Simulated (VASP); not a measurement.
# GaAs (F-43m) in VASP: notebook, part 2 of 2

VASP 6.6.1.

### Step 3. Single point, PBE0, spin-orbit coupling, no magnetisation

POSCAR reads:

```
GaAs
1.0
    0.0000000000      2.8268500000      2.8268500000
    2.8268500000      0.0000000000      2.8268500000
    2.8268500000      2.8268500000      0.0000000000
As Ga
1 1
Direct
    0.7500000000      0.7500000000      0.7500000000
    0.0000000000      0.0000000000      0.0000000000
```

INCAR.step1 reads:

```
PREC = Accurate
ENCUT = 520
EDIFF = 1E-5
ISMEAR = -1
SIGMA = 0.05
LREAL = False
LASPH = True
NELM = 60
ALGO = Normal
ISIF = 2
LWAVE = True
LCHARG = False
MAGMOM = 0 0 0 0 0 0
LORBIT = 11
LSORBIT = True
GGA_COMPAT = False
NBANDS = 30
GGA = PE
```

INCAR.step2 reads:

```
PREC = Accurate
ENCUT = 520
EDIFF = 1E-6
ISMEAR = -1
SIGMA = 0.05
LREAL = False
LASPH = True
NELM = 60
ALGO = Normal
ISIF = 2
LWAVE = False
LCHARG = False
MAGMOM = 0 0 0 0 0 0
LORBIT = 11
LSORBIT = True
GGA_COMPAT = False
GGA = PE
LHFCALC = True
AEXX = 0.25
PRECFOCK = Fast
NBANDS = 30
ISTART = 1
```

KPOINTS reads:

```
regular mesh
0
Gamma
  4 4 4
```

Potentials or basis: VASP PAW PBE potentials, release 64 (As, Ga_d).

Run with:

```console
$ cat potpaw_PBE.64/As/POTCAR potpaw_PBE.64/Ga_d/POTCAR > POTCAR
$ cp INCAR.step1 INCAR
$ mpirun -np 1 vasp_ncl > vasp.out
$ cp INCAR.step2 INCAR
$ mpirun -np 1 vasp_ncl > vasp.out
```

OUTCAR:

```text
PREC = Accurate
   ENCUT = 520
   EDIFF = 1E-6
   ISMEAR = -1
   LREAL = False
   LASPH = True
   NELM = 60
   ISIF = 2
   LORBIT = 11
   LSORBIT = True
   GGA = PE
   LHFCALC = True
   AEXX = 0.25
   PRECFOCK = Fast
   ISTART = 1

 ion  position               nearest neighbor table
   1  0.750  0.750  0.750-   2 2.45   2 2.45   2 2.45   2 2.45
   2  0.000  0.000  0.000-   1 2.45   1 2.45   1 2.45   1 2.45

  LATTYP: Found a face centered cubic cell.
 ALAT       =     5.6537000000

  Lattice vectors:

 A1 = (   0.0000000000,   2.8268500000,   2.8268500000)
 A2 = (   2.8268500000,   0.0000000000,   2.8268500000)
 A3 = (   2.8268500000,   2.8268500000,   0.0000000000)

Analysis of symmetry for initial positions (statically):
=====================================================================
 Subroutine PRICEL returns:
 Original cell was already a primitive cell.

 Routine SETGRP: Setting up the symmetry group for a
 face centered cubic supercell.

 Subroutine GETGRP returns: Found 24 space group operations
 (whereof 24 operations were pure point group operations)
 out of a pool of 48 trial point group operations.

The static configuration has the point symmetry T_d .

Analysis of symmetry for dynamics (positions and initial velocities):
=====================================================================
 Subroutine PRICEL returns:
 Original cell was already a primitive cell.

 Routine SETGRP: Setting up the symmetry group for a
 face centered cubic supercell.

 Subroutine GETGRP returns: Found 24 space group operations
 (whereof 24 operations were pure point group operations)
 out of a pool of 48 trial point group operations.

[... 512 lines left out ...]

 POSITION                                       TOTAL-FORCE (eV/Angst)
 -----------------------------------------------------------------------------------
      4.24027      4.24027      4.24027         0.000000      0.000000      0.000000
      0.00000      0.00000      0.00000        -0.000000     -0.000000     -0.000000
 -----------------------------------------------------------------------------------
    total drift:                               -0.000004      0.000001     -0.000009

  FREE ENERGIE OF THE ION-ELECTRON SYSTEM (eV)
  ---------------------------------------------------
  free  energy   TOTEN  =       -10.6463940894 eV

  energy  without entropy=      -10.6463940893  energy(sigma->0) =      -10.64639409

 Spin-Orbit-Coupling matrix elements

 Ion:    1  E_soc:     -0.0225917
 l=   1
     0.0000000    -0.0037569    -0.0037569
    -0.0037569     0.0000000    -0.0037569
    -0.0037569    -0.0037569     0.0000000
 l=   2
     0.0000000    -0.0000052     0.0000000    -0.0000052    -0.0000033
    -0.0000052     0.0000000    -0.0000025    -0.0000052    -0.0000008
     0.0000000    -0.0000025     0.0000000    -0.0000025     0.0000000
    -0.0000052    -0.0000052    -0.0000025     0.0000000    -0.0000008
    -0.0000033    -0.0000008     0.0000000    -0.0000008     0.0000000
 l=   3
     0.0000000     0.0000000     0.0000000     0.0000000     0.0000000     0.0000000     0.0000000
     0.0000000     0.0000000     0.0000000     0.0000000     0.0000000     0.0000000     0.0000000
     0.0000000     0.0000000     0.0000000     0.0000000     0.0000000     0.0000000     0.0000000
     0.0000000     0.0000000     0.0000000     0.0000000     0.0000000     0.0000000     0.0000000
     0.0000000     0.0000000     0.0000000     0.0000000     0.0000000     0.0000000     0.0000000
     0.0000000     0.0000000     0.0000000     0.0000000     0.0000000     0.0000000     0.0000000
     0.0000000     0.0000000     0.0000000     0.0000000     0.0000000     0.0000000     0.0000000

 Ion:    2  E_soc:     -0.0106293
 l=   1
     0.0000000    -0.0010205    -0.0010205
    -0.0010205     0.0000000    -0.0010205
    -0.0010205    -0.0010205     0.0000000
 l=   2
     0.0000000    -0.0001519     0.0000000    -0.0001519    -0.0005991
    -0.0001519     0.0000000    -0.0004493    -0.0001519    -0.0001498
     0.0000000    -0.0004493     0.0000000    -0.0004493     0.0000000
    -0.0001519    -0.0001519    -0.0004493     0.0000000    -0.0001498
    -0.0005991    -0.0001498     0.0000000    -0.0001498     0.0000000
 l=   3
     0.0000000     0.0000000     0.0000000     0.0000000     0.0000000     0.0000000     0.0000000
     0.0000000     0.0000000     0.0000000     0.0000000     0.0000000     0.0000000     0.0000000
     0.0000000     0.0000000     0.0000000     0.0000000     0.0000000     0.0000000     0.0000000
     0.0000000     0.0000000     0.0000000     0.0000000     0.0000000     0.0000000     0.0000000
     0.0000000     0.0000000     0.0000000     0.0000000     0.0000000     0.0000000     0.0000000
     0.0000000     0.0000000     0.0000000     0.0000000     0.0000000     0.0000000     0.0000000
     0.0000000     0.0000000     0.0000000     0.0000000     0.0000000     0.0000000     0.0000000

 total charge

# of ion       s       p       d       tot
------------------------------------------
    1        1.204   1.671   0.031   2.906
    2        0.824   0.810  10.012  11.647
--------------------------------------------------
tot          2.029   2.481  10.043  14.553

 magnetization (x)

# of ion       s       p       d       tot
------------------------------------------
    1       -0.000   0.000   0.000   0.000
    2       -0.000   0.000  -0.000   0.000
--------------------------------------------------
tot         -0.000   0.000   0.000   0.000

 magnetization (y)

# of ion       s       p       d       tot
------------------------------------------
    1        0.000   0.000   0.000   0.000
    2        0.000   0.000   0.000   0.000
--------------------------------------------------
tot          0.000   0.000   0.000   0.000

 magnetization (z)

# of ion       s       p       d       tot
------------------------------------------
    1        0.000  -0.000   0.000  -0.000
    2       -0.000   0.000  -0.000   0.000
--------------------------------------------------
tot         -0.000   0.000  -0.000   0.000
```

It took 21 min on 1 thread of Intel Xeon Platinum 8488C (Sapphire Rapids), shared host; peak memory 0.29 GiB.

What came out:

```yaml
Free_energy: -10.6464 eV
Pressure: 1.0 GPa
Valence_electrons_inside_the_program's_atomic_spheres: As 2.91; Ga 11.65
```

Caveat: the k mesh is coarse (spacing up to 0.48 Å⁻¹), so the values aren't converged, least of all with exact exchange; the PAW data sets were made with another functional, which shifts forces and pressure a little.

### Step 4. Single point, PBE, spin-orbit coupling, no magnetisation

INCAR reads:

```
SYSTEM = GaAs
PREC = Accurate
ENCUT = 750
EDIFF = 1E-8
ISMEAR = 0
SIGMA = 0.02
LREAL = .FALSE.
LASPH = .TRUE.
NELM = 100
ALGO = Normal
ISIF = 2
LWAVE = .FALSE.
LCHARG = .FALSE.
MAGMOM = 0 0 0 0 0 0
LORBIT = 11
LSORBIT = .TRUE.
GGA_COMPAT = .FALSE.
GGA = PE
NBANDS = 34
```

KPOINTS reads:

```
regular mesh
0
G
  10 10 10
  0 0 0
```

POSCAR is that of step 3.

Run with:

```console
$ cat potpaw_PBE.64/As/POTCAR potpaw_PBE.64/Ga_d/POTCAR > POTCAR
$ mpirun -np 1 vasp_ncl > vasp.out
```

It took 6.2 min on 1 thread of Intel Xeon Platinum 8559C (Emerald Rapids), shared host; peak memory 0.56 GiB.

It converged, with:

| Property | Result |
| --- | --- |
| Free energy | -8.2687 eV |
| Pressure | 3.6 GPa |
| Valence electrons inside the program's atomic spheres | As 2.84; Ga 11.68 |

### Step 5. Single point, PBE, spin-orbit coupling, no magnetisation

Changes to INCAR since step 4:

```diff
@@ -2,4 +2,4 @@
 PREC = Accurate
-ENCUT = 750
-EDIFF = 1E-8
+ENCUT = 600
+EDIFF = 1E-7
 ISMEAR = 0
```

KPOINTS reads:

```
regular mesh
0
G
  9 9 9
  0 0 0
```

POSCAR is that of step 4.

Run with:

```console
$ cat potpaw_PBE.64/As/POTCAR potpaw_PBE.64/Ga_d/POTCAR > POTCAR
$ mpirun -np 1 vasp_ncl > vasp.out
```

Run time: 1.7 min. Hardware: 1 thread of Intel Xeon Platinum 8559C (Emerald Rapids), shared host; peak memory 0.39 GiB.

The run converged, but some of its settings lie outside the range that counts as converged, so its numbers aren't taken as properties of the crystal.

What came out:

```
Free energy                                           : -8.2674 eV
Pressure                                              : 3.4 GPa
Valence electrons inside the program's atomic spheres : As 2.84; Ga 11.68
```

### Step 6. The runs side by side

```tsv
task	level	spin	cell	k mesh	cutoff (eV)	smearing	grid for exact exchange (PRECFOCK)	exchange at q = 0	mesh quality	pressure (GPa)
relaxation of cell and atoms	PBE0	off	relaxed	4 × 4 × 4	600	fermi-dirac 0.05 eV	Fast	default	coarse	0.1
single point	PBE0	SOC, no magnetisation	as given	4 × 4 × 4	520	fermi-dirac 0.05 eV	Fast	default	coarse	1.0
single point	PBE	SOC, no magnetisation	as given	10 × 10 × 10	750	gaussian 0.02 eV	-	-	not flagged	3.6
```

Alike in all rows: potentials or basis VASP PAW PBE potentials, release 64 (As, Ga_d).

Caveats: some runs use coarse meshes; the PAW data sets were made with another functional, which shifts forces and pressure a little (some runs).

Absolute energies hang on the potentials; compare differences alone.
